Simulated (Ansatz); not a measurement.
# hcp against bcc along group 4

Theory: DFT, PBEsol, plane waves (420 eV) with PAW, scalar-relativistic in Ansatz 0.2.0. The PAW files were generated under PBE, with cores re-solved for the functional.

Each structure is relaxed within its symmetry, in the lowest magnetic state of the tried starts. Differences under about 8 meV lie within the error of the k-point mesh.

| element | E(hcp) − E(bcc) (meV/atom) | V(hcp) (Å³/atom) | V(bcc) (Å³/atom) | state of hcp | state of bcc |
| --- | --- | --- | --- | --- | --- |
| Ti | -104 | 16.73 | 16.60 | non-magnetic | spin not included |
| Zr | -65 | 22.47 | 21.92 | spin not included | spin not included |
| Hf | ? | ? | ? | ? | ? |

Question: Fill in the row of Hf.

Answer: E(hcp) − E(bcc) (meV/atom): -166; V(hcp) (Å³/atom): 21.62; V(bcc) (Å³/atom): 21.29; state of hcp: spin not included; state of bcc: spin not included.
